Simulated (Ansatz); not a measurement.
**Ta: pressure up to the limit of the methods**

An exercise on one series of results from a longer session: the logs are not shown, and one member is left open.

Program: Ansatz 0.2.0. Level of theory: DFT PBE, with the methods named in each step. These are calculated values, not measurements.

1 further run of the same task is left out (it didn't finish).

## Starting point

It takes space group P6/mmm (No. 191, hexagonal). Conventional cell: a = 4.863 Å, b = 4.863 Å, c = 2.730 Å, α = 90.00°, β = 90.00°, γ = 120.00°. Around Ta (site symmetry 6/mmm) lie 14 Ta at 2.73 to 3.12 Å. Ta (site symmetry -6m2) is surrounded by 11 Ta at 2.73 to 3.12 Å.

As a file:

```cif
data_structure
_symmetry_space_group_name_H-M 'P 1'
_symmetry_Int_Tables_number 1
_cell_length_a 4.8634
_cell_length_b 4.8634
_cell_length_c 2.7304
_cell_angle_alpha 90.000
_cell_angle_beta 90.000
_cell_angle_gamma 120.000
_cell_volume 55.93
loop_
_atom_site_label
_atom_site_type_symbol
_atom_site_fract_x
_atom_site_fract_y
_atom_site_fract_z
_atom_site_occupancy
Ta1 Ta 0.00000 0.00000 0.00000 1
Ta2 Ta 0.33333 0.66667 0.50000 1
Ta3 Ta 0.66667 0.33333 0.50000 1
```

Whether this phase is the stable one at these pressures isn't tested.

Atoms are numbered in the order of the input: Ta1, Ta2, Ta3.

Set-up of the first run:

The input, input.yaml:

```yaml
crystal:
  lattice:
    - [4.8634078299, 0.0, 0.0]
    - [-2.4317039149, 4.2118347297, 0.0]
    - [0.0, 0.0, 2.7303794766]
  atoms:
    - { symbol: Ta, position: [0.0, 0.0, 0.0] }
    - { symbol: Ta, position: [0.3333333333, 0.6666666667, 0.5] }
    - { symbol: Ta, position: [0.6666666667, 0.3333333333, 0.5] }
kpoints:
  mp_grid: { grid: [9, 9, 12] }
  band_path:
    path:
      - [0.0, 0.0, 0.0]
      - [0.5, 0.0, 0.0]
      - [0.3333333333, 0.3333333333, 0.0]
      - [0.0, 0.0, 0.0]
      - [0.0, 0.0, 0.5]
      - [0.5, 0.0, 0.5]
      - [0.3333333333, 0.3333333333, 0.5]
      - [0.0, 0.0, 0.5]
      - [0.5, 0.0, 0.5]
    npoints: 14
scf:
  occupations: { method: fermi_dirac, width: 0.05 }
hamiltonian:
  xc: pbe
  pseudopotentials: { kind: all_electron, lapw: { basis_error: 0.001 } }
output:
  forces: true
  stress: true
  eigenvalues: true
  populations: true
  dos: { projected: true, de: 0.2, e_range: [-14, 8] }
```

The run is started by

```console
$ ansatz run input.yaml --threads 1 --pin off --max-ram 3072MiB --backend cpu --events-out ev --progress --plain --runs-dir out
```

Among the steps run: The reference volume, LAPW; Volume scaled by 1, crystal datasets; Volume scaled by 1, norm-conserving; Volume scaled by 0.92, LAPW; Volume scaled by 0.84, LAPW; Volume scaled by 0.68, LAPW; Volume scaled by 0.45, LAPW; Volume scaled by 0.45, crystal datasets; Volume scaled by 0.45, norm-conserving.

One of the session's tables, all rows but one given; the rest of the session is left out.

 The rows PAW, 0.45 and PAW (core large), 0.45 agree to the last digit and may rest on the same set-up.

```
          method  volume over the first  volume (Å³/atom)  pressure (GPa)
            LAPW                      1            18.643           -0.01
            LAPW                   0.92            17.151           17.67
            LAPW                   0.84            15.660           43.74
            LAPW                   0.68            12.677          145.83
            LAPW                   0.45             8.389          683.00
             PAW                      1            18.643            0.02
             PAW                   0.92            17.151           17.86
             PAW                   0.84            15.660           44.22
             PAW                   0.68            12.677          147.70
             PAW                   0.45             8.389          694.81
PAW (core large)                   0.45             8.389          694.81
crystal datasets                      1            18.643           -0.01
crystal datasets                   0.45             8.389          683.00
 norm-conserving                      1            18.643           -0.02
 norm-conserving                   0.45                 ?               ?
```

Estimate the missing values for norm-conserving, 0.45.

**Answer.** volume (Å³/atom): 8.389; pressure (GPa): 678.62.

Caveats from the session: Rows by PAW come from runs of the same series that aren't printed here. A fit over so wide a range leans to the high pressures, so B₀ can be off by several per cent. Spin-orbit coupling is left out, though the cell holds Ta; in elements this heavy it can shift bands and gaps by tenths of an eV. Warnings in the runs' records: crystal datasets made, datasets by core.
